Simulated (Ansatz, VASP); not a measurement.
One calculation of B, two programs

Contents of INCAR:

```
PREC = Accurate
ENCUT = 600
EDIFF = 1E-6
ISMEAR = 0
SIGMA = 0.1
LREAL = F
LASPH = T
NELM = 100
ALGO = Normal
ISIF = 3
LWAVE = F
LCHARG = F
GGA = PE
IBRION = 2
NSW = 100
EDIFFG = -0.01
```

KPOINTS

```
regular mesh
0
Gamma
  24 24 12
```

Contents of POSCAR:

```
B
1.0
    2.5252310449      0.0000000000      0.0000000000
   -1.2626155224      2.1869142353      0.0000000000
    0.0000000000      0.0000000000      3.8315688569
B
3
Direct
    0.0000000000      0.5000000000      0.3333333333
    0.5000000000      0.5000000000      0.6666666667
    0.5000000000      0.0000000000      0.0000000000
```

Input for Ansatz:

```yaml
crystal:
  lattice:
    - [2.5252310449, 0.0, 0.0]
    - [-1.2626155224, 2.1869142353, 0.0]
    - [0.0, 0.0, 3.8315688569]
  atoms:
    - { symbol: B, position: [0.0, 0.5, 0.3333333333] }
    - { symbol: B, position: [0.5, 0.5, 0.6666666667] }
    - { symbol: B, position: [0.5, 0.0, 0.0] }
basis:
  ecutwfc: 420
kpoints:
  mp_grid: { grid: [24, 24, 12] }
hamiltonian:
  xc: pbe
scf:
  occupations: { method: gaussian, width: 0.1 }
output:
  forces: true
  stress: true
  eigenvalues: true
  write_density: true
  write_potential: true
  elf: true
  volumetric_format: npy
relax:
  adjacent_minimum: "off"
  f_tol: 0.01
  max_steps: 80
  cell: { stress_tol: 0.05 }
```

Alike in both runs: task relaxation of cell and atoms; functional PBE; k mesh 24 × 24 × 12; occupations gaussian, width 0.1 eV; no spin polarisation.

```csv
,VASP,Ansatz
version,VASP 6.6.1,Ansatz 0.2.0
potentials or method,"VASP PAW PBE potentials, release 64 (B)","scalar-relativistic, plane waves, PAW"
plane-wave cutoff (eV),600,420
valence electrons in the cell,9,9
```

```tsv
	VASP	Ansatz	Ansatz less VASP
gap on the k mesh at the Fermi level, each at its own relaxed structure (eV)	none	none	-
relaxed volume (Å³/atom)	7.07	7.06	-0.007
relaxed cell length with the largest relative difference (Å)	2.524	2.522	-0.0018
```

A gap of «none» marks a metal or a gap that the smearing closes.
